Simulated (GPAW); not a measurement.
# Zn (P6_3/mmc) in GPAW: notebook

One crystal, Zn, is run at these levels: PBE, LDA; tasks: band structure, equation of state.

All numbers are computed with GPAW 26.7.0; they aren't measurements. Logs are shortened: lines on timing, memory, paths and dates and some standing lists are left out, and cuts for length are marked. The log counts tension as positive stress, the text compression.

## Step 1: The structure

Symmetry: P6_3/mmc, No. 194, hexagonal system. Conventional cell: a = 2.670 Å, b = 2.670 Å, c = 4.966 Å, α = 90.00°, β = 90.00°, γ = 120.00°. Around Zn (site symmetry -6m2) lie 12 Zn at 2.67 to 2.92 Å.

## Step 2: Band structure, PBE

The input, run.py:

```python
from ase import Atoms
from ase.dft.bandgap import bandgap
from ase.io import write
from ase.units import GPa
from gpaw import GPAW, PW

atoms = Atoms(['Zn', 'Zn'],
              cell=[[2.67, 0.0, 0.0],
                    [-1.335, 2.3122878281, 0.0],
                    [0.0, 0.0, 4.966]],
              scaled_positions=[[0.6666666667, 0.3333333333, 0.75],
                                [0.3333333333, 0.6666666667, 0.25]],
              pbc=True)

calc = GPAW(mode=PW(600),
            xc='PBE',
            kpts={'size': (8, 8, 4), 'gamma': True},
            occupations={'name': 'fermi-dirac', 'width': 0.05},
            nbands=21,
            convergence={'density': 1e-05, 'energy': 1e-05},
            maxiter=150,
            txt='gpaw.txt')
atoms.calc = calc
energy = atoms.get_potential_energy()
forces = atoms.get_forces()
stress = atoms.get_stress()
calc.write('gs.gpw')
write('result.traj', atoms)
print(f'Energy: {energy:.6f} eV')
print('Forces (eV/A):')
print(forces.round(4))
print('Stress (GPa):', (stress / GPa).round(3))
print('Fermi level:', round(calc.get_fermi_level(), 4), 'eV')
print(f'Gap: {bandgap(calc)[0]:.4f} eV, direct: {bandgap(calc, direct=True)[0]:.4f} eV')

path = atoms.cell.bandpath('GMKGALHA,LM,KH', npoints=80, eps=1e-4)
bs_calc = calc.fixed_density(kpts=path, symmetry='off', nbands=32,
                             convergence={'bands': 'CBM+6.0', 'eigenstates': 1e-6}, txt='bands.txt')
bs = bs_calc.band_structure()
bs.write('bs.json')
print(f'Gap on the path: {bandgap(bs_calc)[0]:.4f} eV')
```

Potentials or basis: GPAW PAW data sets (gpaw-data 1.2.1), pw.

Command:

```console
$ OMP_NUM_THREADS=1 python run.py
```

gpaw.txt:

```text
__  _  _
 | _ |_)|_||  |
 |__||  | ||/\| - 26.7.0

Input parameters:
  mode=PW(ecut=600.0),
  convergence={'density': 1e-05, 'energy': 1e-05},
  kpts=MonkhorstPack(size=(8, 8, 4), gamma=True),
  maxiter=150,
  nbands=21,
  occupations=Occupations(name='fermi-dirac', width=0.05),
  xc=XC(name='PBE')

Diagonalizing LCAO Hamiltonian
Converting LCAO to pw mode

          Zn

        Zn

Atoms  # Å, Bohr magnetons
|   | symbol |         x |        y |        z |    initial magnetic moments |
|---|--------|-----------|----------|----------|-----------------------------|
| 0 |     Zn |  1.335000 | 0.770763 | 3.724500 | ( 0.0000,  0.0000,  0.0000) |
| 1 |     Zn | -0.000000 | 1.541525 | 1.241500 | ( 0.0000,  0.0000,  0.0000) |

Unit cell  # Å
| periodic |         x |        y |        z |  lengths |     angles |
|----------|-----------|----------|----------|----------|------------|
|      yes |  2.670000 | 0.000000 | 0.000000 | 2.670000 |  90.000000 |
|      yes | -1.335000 | 2.312288 | 0.000000 | 2.670000 |  90.000000 |
|      yes |  0.000000 | 0.000000 | 4.966000 | 4.966000 | 120.000000 |

Number of symmetries: 12
Symmetry operations  # r_c * U_cc + t_c -> r_c
|    | kind |            matrix            |
|----|------|------------------------------|
|  0 |  σ   |  1, 1, 0,  0,-1, 0,  0, 0, 1 |
|  1 |  S6  |  1, 1, 0, -1, 0, 0,  0, 0,-1 |
|  2 |  E   |  1, 0, 0,  0, 1, 0,  0, 0, 1 |
|  3 |  C2  |  1, 0, 0, -1,-1, 0,  0, 0,-1 |
|  4 |  C2  |  0, 1, 0,  1, 0, 0,  0, 0,-1 |
|  5 |  C3  |  0, 1, 0, -1,-1, 0,  0, 0, 1 |
|  6 |  S6  |  0,-1, 0,  1, 1, 0,  0, 0,-1 |
|  7 |  σ   |  0,-1, 0, -1, 0, 0,  0, 0, 1 |
|  8 |  σ   | -1, 0, 0,  1, 1, 0,  0, 0, 1 |
|  9 |  i   | -1, 0, 0,  0,-1, 0,  0, 0,-1 |
| 10 |  C3  | -1,-1, 0,  1, 0, 0,  0, 0, 1 |
| 11 |  C2  | -1,-1, 0,  0, 1, 0,  0, 0,-1 |

BZ-sampling:
  Number of BZ points: 256
  Number of IBZ points: 35

  Monkhorst-Pack size: [8, 8, 4]
  Monkhorst-Pack shift: [0.0625, 0.0625, 0.125]

K-points  # in reciprocal-cell coordinates
|     |                                coordinates |     weight |
|-----|--------------------------------------------|------------|
|   0 | (  0.00000000,   0.00000000,   0.00000000) | 0.00390625 |
|   1 | (  0.00000000,   0.00000000,   0.25000000) | 0.00781250 |
|   2 | (  0.00000000,   0.00000000,   0.50000000) | 0.00390625 |
|   3 | (  0.12500000,   0.00000000,  -0.25000000) | 0.02343750 |
|   4 | (  0.12500000,   0.00000000,   0.00000000) | 0.02343750 |
|   5 | (  0.12500000,   0.00000000,   0.25000000) | 0.02343750 |
|   6 | (  0.12500000,   0.00000000,   0.50000000) | 0.02343750 |
|   7 | (  0.25000000,  -0.12500000,   0.00000000) | 0.02343750 |
|   8 | (  0.25000000,  -0.12500000,   0.25000000) | 0.04687500 |
|   9 | (  0.25000000,  -0.12500000,   0.50000000) | 0.02343750 |
| ... |                                            |            |
|  34 | (  0.50000000,   0.50000000,   0.50000000) | 0.01171875 |

Plane wave coefficients: 1051
Cutoff: 600.0 eV

Spin-components: 1 (collinear spins)
Bands:           21
Projectors:      12
Spin-degeneracy: 2
Datatype:        complex128

Parallelization:
  kpt:    1
  domain: 1
  band:   1

Density:
  Valence electrons: 24.0
  Components: 1
  Grid points: [16 16 30]
  Charge: 0.0  # |e|

Potential:
  Grid points: [16 16 30]

species:
  Zn:
    name:    Zinc
    Z:       30.0
    valence: 12
    core:    18
    charge:  0.0  # [|e|]
    compensation charges:
      type: gauss
      rc: 0.37  # [Å]
      lmax: 2
    cutoffs:
      filter: 2.14  # [Å]
      core: 2.28  # [Å]
    projectors
    | kind |    occ | energy [eV] | rcut [Å] |
    |------|--------|-------------|----------|
    |   4s |  2.000 |      -5.977 |    1.286 |
    |   4p |  0.000 |      -1.117 |    1.270 |
    |   3d | 10.000 |     -10.142 |    1.180 |
    |    s |        |      21.234 |    1.286 |
    |    p |        |      26.095 |    1.270 |
    |    d |        |      17.070 |    1.180 |

    Using partial waves for Zn as LCAO basis

Reference energy: -97722.653306  # eV

eigensolver:
  PPCG
  Converge bands: occupied
  niter=2

density mixing:
  MSR1-Mixer
  Pratt-step length: 0.05
  Maximum mixing coefficient: 0.75
  Old densities: 10
  SVD Regularization: 0.005
  Good broyden scale: 1.0
  Trust region scale: 1.0
  Backstep threshold: 4.0
  History deletion threshold: 6.0
  Fourier metric: weight=20.0, sigma=0.015

occupation numbers:
  Fermi-Dirac:
    width: 0.0500  # eV

poisson solver:
  ecut: 4800.0  # eV

xc functional:
  name: PBE with 2 nearest neighbor stencil

convergence criteria:
- Maximum integral of absolute [dens]ity change: 1e-05 electrons / valence electron
- Maximum [total energy] change in last 3 cyles: 1e-05 eV / valence electron
- Maximum integral of absolute [eigenst]ate change: 4e-08 eV^2 / valence electron
maximum number of iterations: 150

SCF iterations
|iter     | |      energy | eigst |  dens |
|---------|-|-------------|-------|-------|
|iter:   1| |   -2.510108 | +0.21 |       |
|iter:   2| |   -2.461233 | -2.68 | -1.40 |
|iter:   3| |   -2.347303 | -1.74 | -1.45 |
|iter:   4| |   -2.352386 | -3.08 | -1.90 |
|iter:   5| |   -2.353515 | -3.12 | -2.26 |
|iter:   6| |   -2.353592 | -4.85 | -3.54 |
|iter:   7| |   -2.353610c| -5.62 | -3.76 |
|iter:   8| |   -2.353611c| -7.14 | -4.39 |
|iter:   9| |   -2.353610c| -7.72c| -4.79 |
|iter:  10| |   -2.353610c| -8.20c| -5.84c|

Converged in 10 steps
Energy contributions relative to reference atoms: (reference = -97722.653306)

Energy contributions:
  Kinetic:          -3.426181
  Coulomb:           6.472169
  Zero:             -0.052327
  External:          0.000000
  Xc:               -5.345004
  Entropy:          -0.004536
  Spinorbit:         0.000000
  ----------------------------
  Free energy:      -2.355878
  Extrapolated:     -2.353610

dipole moment: (-0.000000, -0.000000, -0.000000)  # |e|*Ang

Fermi level: 6.479
Eigenvalues  # (at kpt = [0.000, 0.000, 0.000])
| band index |      eig [eV] | occ [0-2] |
|------------|---------------|-----------|
|          0 |        -3.746 |     2.000 |
|        ... |               |           |
|          5 |        -0.984 |     2.000 |
|          6 |        -0.984 |     2.000 |
|          7 |        -0.674 |     2.000 |
|          8 |        -0.674 |     2.000 |
|          9 |        -0.471 |     2.000 |
|         10 |        -0.471 |     2.000 |
[... 8 lines left out ...]
|         19 |        25.591 |     0.000 |
|         20 |        26.783 |     0.000 |

No gap
No difference between direct/indirect transitions

Forces  # eV/Ang
|        x |        y |        z |
|----------|----------|----------|
|  0.00000 | -0.00000 | -0.00012 |  # Zn   0
| -0.00000 |  0.00000 |  0.00012 |  # Zn   1

Stress tensor  # eV/Ang^3
|         x |         y |         z |
|-----------|-----------|-----------|
| -0.002133 | -0.000000 |  0.000000 |
| -0.000000 | -0.002133 | -0.000000 |
|  0.000000 | -0.000000 |  0.020341 |

# Writing to gs.gpw (mode='')
```

Run time: 27 s. Hardware: 1 thread of Arm Neoverse V2, shared host; peak memory 0.22 GiB.

Results:

```yaml
Free_energy: -2.3559 eV
Pressure: -0.9 GPa
Band_gap_along_the_path: none (metal or under the smearing width)
```

Levels at the corners of the path, in eV from the Fermi level:
| point | band 9 | band 10 | band 11 | band 12 | band 13 | band 14 | band 15 | band 16 |
| --- | --- | --- | --- | --- | --- | --- | --- | --- |
| Γ | -7.15 | -6.95 | -6.95 | -3.51 | -2.95 | 13.53 | 17.06 | 17.41 |
| M | -6.76 | -6.74 | -2.70 | -2.04 | 2.70 | 3.61 | 4.14 | 5.75 |
| K | -7.04 | -7.04 | 0.12 | 0.12 | 0.26 | 5.04 | 6.14 | 6.14 |
| Γ | -7.15 | -6.95 | -6.95 | -3.51 | -2.95 | 13.53 | 17.06 | 17.41 |
| A | -7.03 | -7.03 | -7.03 | -7.03 | 4.62 | 4.62 | 18.69 | 18.69 |
| L | -6.75 | -6.75 | -1.73 | -1.73 | 0.21 | 0.21 | 10.12 | 10.12 |
| H | -6.96 | -6.96 | 1.06 | 1.06 | 1.91 | 1.91 | 2.23 | 2.23 |
| A | -7.03 | -7.03 | -7.03 | -7.03 | 4.62 | 4.62 | 18.69 | 18.69 |
| L | -6.75 | -6.75 | -1.73 | -1.73 | 0.21 | 0.21 | 10.12 | 10.12 |
| M | -6.76 | -6.74 | -2.70 | -2.04 | 2.70 | 3.61 | 4.14 | 5.75 |
| K | -7.04 | -7.04 | 0.12 | 0.12 | 0.26 | 5.04 | 6.14 | 6.14 |
| H | -6.96 | -6.96 | 1.06 | 1.06 | 1.91 | 1.91 | 2.23 | 2.23 |

## Step 3: Equation of state, LDA

The input, run.py:

```python
from ase.eos import EquationOfState
from ase.io import Trajectory, read
from ase.units import GPa
from gpaw import GPAW, PW, setup_paths

setup_paths.insert(0, '.')

atoms = read('Zn.xyz')

traj = Trajectory('eos.traj', 'w')
volumes, energies = [], []
for x in [0.94, 0.96, 0.98, 1.0, 1.02, 1.04, 1.06]:
    a = atoms.copy()
    a.set_cell(atoms.cell * x**(1 / 3), scale_atoms=True)
    calc = GPAW(mode=PW(600),
                xc='LDA',
                kpts={'size': (8, 8, 4), 'gamma': True},
                occupations={'name': 'fermi-dirac', 'width': 0.05},
                setups={'Zn': 'jth'},
                nbands=-9,
                convergence={'density': 1e-05, 'energy': 1e-05},
                maxiter=150,
                txt=f'eos-{x:.2f}.txt')
    a.calc = calc
    energies.append(a.get_potential_energy(force_consistent=True))
    volumes.append(a.get_volume())
    p = -a.get_stress()[:3].mean() / GPa
    calc.write(f'eos-{x:.2f}.gpw')
    traj.write(a)
    print(f'{x:.2f} {volumes[-1]:10.4f} A^3 {energies[-1]:14.6f} eV {p:9.3f} GPa', flush=True)

v0, e0, B = EquationOfState(volumes, energies, eos='birchmurnaghan').fit()
print(f'V0 = {v0:.4f} A^3, E0 = {e0:.6f} eV, B0 = {B / GPa:.2f} GPa')
```

The input, Zn.xyz:

```xyz
2
Lattice="2.6700000000 0.0000000000 0.0000000000 -1.3350000000 2.3122878281 0.0000000000 0.0000000000 0.0000000000 4.9660000000" Properties=species:S:1:pos:R:3 pbc="T T T"
Zn     1.3350000001      0.7707626093      3.7245000000
Zn    -0.0000000001      1.5415252188      1.2415000000
```

Potentials or basis: JTH PAW 2.0, LDA, pw.

Command:

```console
$ OMP_NUM_THREADS=1 python run.py
```

It took 68 s on 1 thread of Arm Neoverse V2, shared host; peak memory 0.2 GiB.

It converged, with:

```
Equilibrium volume                        : 13.64 Å³/atom (rough: see the caveat)
Bulk modulus at fixed shape and positions : 112 GPa (rough)
```

Energy against volume, from the lowest point:
```
volume (Å³/atom)  energy (meV/atom)
          14.410               0.00
          14.716              11.65
          15.023              25.97
          15.330              42.70
          15.636              61.39
          15.943              81.78
          16.249             103.48
```

Caveat: the minimum lies outside the volumes run; the program truncates these outside data sets; the cell was scaled at fixed shape and fractional positions, which overstates the stiffness of a crystal with free parameters, most of all of layers and chains.

## Step 4: Band structure, PBE

The input, run.py:

```python
from ase.dft.bandgap import bandgap
from ase.io import write
from ase.spacegroup import crystal
from gpaw import GPAW

# Zn 2c
atoms = crystal(['Zn'],
                basis=[[0.6666666667, 0.3333333333, 0.75]],
                spacegroup=194, setting=1,  # P6_3/mmc
                cellpar=[2.67, 2.67, 4.966, 90.0, 90.0, 120.0],
                primitive_cell=True)

calc = GPAW(mode='lcao',
            h=0.16,
            basis='dz(dzp)',
            xc='PBE',
            kpts={'size': (8, 8, 4), 'gamma': True},
            occupations={'name': 'fermi-dirac', 'width': 0.05},
            convergence={'density': 1e-05, 'energy': 1e-05},
            maxiter=150,
            txt='gpaw.txt')
atoms.calc = calc
energy = atoms.get_potential_energy()
forces = atoms.get_forces()
calc.write('gs.gpw')
write('result.traj', atoms)
print(f'Energy: {energy:.6f} eV')
print('Forces (eV/A):')
print(forces.round(4))
print('Fermi level:', round(calc.get_fermi_level(), 4), 'eV')
print(f'Gap: {bandgap(calc)[0]:.4f} eV, direct: {bandgap(calc, direct=True)[0]:.4f} eV')

path = atoms.cell.bandpath('GMKGALHA,LM,KH', npoints=60, eps=1e-4)
bs_calc = calc.fixed_density(kpts=path, symmetry='off', txt='bands.txt')
bs = bs_calc.band_structure()
bs.write('bs.json')
print(f'Gap on the path: {bandgap(bs_calc)[0]:.4f} eV')
```

Potentials or basis: GPAW PAW data sets (gpaw-data 1.2.1), lcao:dz(dzp).

Command:

```console
$ OMP_NUM_THREADS=1 python run.py
```

Run time: 4.7 min. Hardware: 1 thread of Arm Neoverse V2, shared host; peak memory 0.25 GiB.

These settings aren't checked as converged: the numbers below hold their error.

What came out:

```
Free energy             : -1.8109 eV
Band gap along the path : none (metal or under the smearing width)
```

Caveat: the real-space grid adds noise to forces; the basis of atomic orbitals isn't converged, which shifts pressures, moduli and gaps.
